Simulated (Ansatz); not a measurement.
# ZnSe: the cost of one run

All numbers below are computed with Ansatz 0.2.0 (DFT, plane waves, PAW, no spin polarisation).

## 1. The starting structure

The cell holds 16 atoms (Se8Zn8): a = 8.011 Å, b = 8.011 Å, c = 8.011 Å, α = 60.00°, β = 60.00°, γ = 60.00°.

As a file:

```xyz
16
Lattice="0.0000 5.6648 5.6648 5.6648 0.0000 5.6648 5.6648 5.6648 0.0000" Properties=species:S:1:pos:R:3 pbc="T T T"
Zn    0.0000    0.0000    0.0000
Se    1.4162    1.4162    1.4162
Zn    2.8324    2.8324    0.0000
Se    4.2486    4.2486    1.4162
Zn    2.8324    0.0000    2.8324
Se    4.2486    1.4162    4.2486
Zn    5.6648    2.8324    2.8324
Se    7.0811    4.2486    4.2486
Zn    0.0000    2.8324    2.8324
Se    1.4162    4.2486    4.2486
Zn    2.8324    5.6648    2.8324
Se    4.2486    7.0811    4.2486
Zn    2.8324    2.8324    5.6648
Se    4.2486    4.2486    7.0811
Zn    5.6648    5.6648    5.6648
Se    7.0811    7.0811    7.0811
```

## 2. Run 1: PBE

The input, input.yaml:

```yaml
crystal:
  lattice:
    - [0.0, 5.664841361, 5.664841361]
    - [5.664841361, 0.0, 5.664841361]
    - [5.664841361, 5.664841361, 0.0]
  atoms:
    - { symbol: Zn, position: [0.0, 0.0, 0.0] }
    - { symbol: Se, position: [0.125, 0.125, 0.125] }
    - { symbol: Zn, position: [0.0, 0.0, 0.5] }
    - { symbol: Se, position: [0.125, 0.125, 0.625] }
    - { symbol: Zn, position: [0.0, 0.5, 0.0] }
    - { symbol: Se, position: [0.125, 0.625, 0.125] }
    - { symbol: Zn, position: [0.0, 0.5, 0.5] }
    - { symbol: Se, position: [0.125, 0.625, 0.625] }
    - { symbol: Zn, position: [0.5, 0.0, 0.0] }
    - { symbol: Se, position: [0.625, 0.125, 0.125] }
    - { symbol: Zn, position: [0.5, 0.0, 0.5] }
    - { symbol: Se, position: [0.625, 0.125, 0.625] }
    - { symbol: Zn, position: [0.5, 0.5, 0.0] }
    - { symbol: Se, position: [0.625, 0.625, 0.125] }
    - { symbol: Zn, position: [0.5, 0.5, 0.5] }
    - { symbol: Se, position: [0.625, 0.625, 0.625] }
kpoints:
  mp_grid: { grid: [2, 2, 2] }
hamiltonian:
  xc: pbe
scf:
  occupations: { method: fermi_dirac, width: 0.02 }
md:
  ensemble: npt_langevin
  temperature: 200
  timestep: 2.0
  n_steps: 40
  initial_velocities: maxwell_boltzmann
  seed: 2603
```

Command:

```console
$ ansatz run input.yaml --threads 4 --pin off --max-ram 3686MiB --backend cpu --events-out ev --progress --plain --runs-dir out
```

What time and memory should one allow on 4 threads of Arm Neoverse N1, shared host?

About 7.2 min, with a peak of 1.8 GiB.
